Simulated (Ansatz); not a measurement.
Here is an Ansatz 0.2.0 calculation.

File input.yaml:

```yaml
crystal:
  lattice:
    - [-0.09159188, 0.02278148, -3.96239693]
    - [3.88088382, 4.13177996, 0.06849871]
    - [3.92317125, -4.17406739, 0.11385529]
  atoms:
    - { symbol: Ba, position: [0.9974869, 0.00014772, 0.00042717] }
    - { symbol: Ba, position: [0.99982027, 0.4987526, 0.50108677] }
    - { symbol: Ti, position: [0.5007474, 0.49905912, 0.99785408] }
    - { symbol: Ti, position: [0.50365646, 0.99876813, 0.49738197] }
    - { symbol: O, position: [0.99895966, 0.49877997, 0.99824097] }
    - { symbol: O, position: [0.00194463, 0.99975533, 0.50211677] }
    - { symbol: O, position: [0.49413247, 0.25152792, 0.25251016] }
    - { symbol: O, position: [0.49937016, 0.75231443, 0.7482599] }
    - { symbol: O, position: [0.50325957, 0.25086477, 0.74968771] }
    - { symbol: O, position: [0.50062248, 0.75003001, 0.25243449] }
kpoints:
  mp_grid: { grid: [6, 4, 4] }
scf:
  occupations: { method: fermi_dirac, width: 0.05 }
hamiltonian:
  xc: pbesol
  pseudopotentials: { kind: all_electron, lapw: { basis_error: 0.002 } }
output:
  forces: true
  stress: true
relax:
  f_tol: 0.01
  max_steps: 60
  cell: {}
```

Potentials or basis: all-electron LAPW, scalar-relativistic.

Command:

```console
$ ansatz run input.yaml --threads 8 --pin off --max-ram 24576MiB --backend cpu --events-out ev --progress --plain --runs-dir out
```

Estimate the space group after relaxing (to 0.05 Å).

R3m (No. 160).

Estimate the relaxed volume.

12.70 Å³/atom.

What does it give for the relaxed cell?

a = 3.990 Å, b = 5.649 Å, c = 5.635 Å, α = 90.01°, β = 89.99°, γ = 90.19°.

Predict the band gap on the k mesh.

2.33 eV.

Final structure:
```
Ba Ti O
1.0
    -0.00487   -0.00484   -3.98984
     3.99401    3.99438    0.00943
     3.98412   -3.98483   -0.00063
Ba Ti O
2 2 6
Direct
  0.00635 0.99371 0.00000
  0.00636 0.49371 0.50000
  0.51758 0.48254 0.00002
  0.51758 0.98253 0.50000
  0.98770 0.50577 0.00002
  0.98770 0.00577 0.50001
  0.49418 0.25901 0.24678
  0.49420 0.75898 0.74674
  0.49418 0.25897 0.75324
  0.49418 0.75901 0.25320
```

Caveat: spin-orbit coupling is left out, which moves the levels of the heavy elements. A k mesh can miss the band edges.
